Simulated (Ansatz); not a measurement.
Program: Ansatz. Geometries: PBE0-D4/def2-TZVP. ΔE: electronic, gas phase. CCSD(T)/CBS is the MP2 limit (def2-TZVPP, def2-QZVPP) plus CCSD(T) − MP2 in def2-TZVPP, frozen cores. Functionals use def2-TZVPP. For Br outer-core shells are correlated without core-valence functions, which leaves a few kJ/mol of doubt a bond. Scalar relativity is left out up to krypton. Each species was taken in one conformer, which may not be the lowest.

`CB(Cl)CBr` + `CC(=O)O` → `CB(Cl)OC(C)=O` + `CBr`  (ligand exchange at a B–C bond)

| level | ΔE (kcal/mol) |
| --- | --- |
| B2PLYP | -22.6 |
| HF/CBS(def2) | -25.8 |

**Question.** What does CCSD(T)/CBS give? (Estimate.)

**Answer.** The calculation gave: -21.3 kcal/mol. The listed levels differ from it by -1.3, -4.5 kcal/mol.

Largest T1 diagnostic among the species: 0.015.

From PBE to PBE0 (25 % exact exchange), in def2-TZVPP and without D4, ΔE moves by −0.7 kcal/mol. In def2-TZVPP, CCSD(T) changes the Hartree–Fock value by +3.7 kcal/mol (the triples alone add +0.4 kcal/mol) and MP2 by +4.5 kcal/mol.

CCSD(T)/CBS has its own doubt, a few kJ/mol and more with outer-core shells, so smaller differences from it don't rank the levels.
